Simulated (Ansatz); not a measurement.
GaSb, 2 atoms in the cell. Symmetry: F-43m, No. 216, cubic system. The conventional cell has a = 6.118 Å, b = 6.118 Å, c = 6.118 Å, α = 90.00°, β = 90.00°, γ = 90.00°. Sb (site symmetry -43m) is surrounded by 4 Ga at 2.65 Å. Ga (site symmetry -43m) is surrounded by 4 Sb at 2.65 Å. 

* Program: Ansatz 0.2.0
* Task: elastic constants
* Functional: LDA
* Potentials or basis: all-electron LAPW, scalar-relativistic
* Cutoff: 301 eV (chosen from the basis error)
* Basis error allowed: 0.001 eV/atom
* k mesh: 6 × 6 × 6
* Occupations: fermi-dirac, width 0.05 eV
* Spin: no spin polarisation

Potentials or basis: all-electron LAPW, scalar-relativistic.

Command:

```console
$ ansatz run input.yaml --threads 1 --pin off --max-ram 3072MiB --backend cpu --events-out ev --progress --plain --runs-dir out
```

Hardware: 1 thread of Arm Neoverse V1 (shared host).

Estimate the wall time of this run.

Wall time 3.4 min on 1 thread of Arm Neoverse V1, on a shared host, peak memory 0.39 GiB. Counts: scf iterations 68, plane waves 645, k points 16, bands 27, ion steps 5.
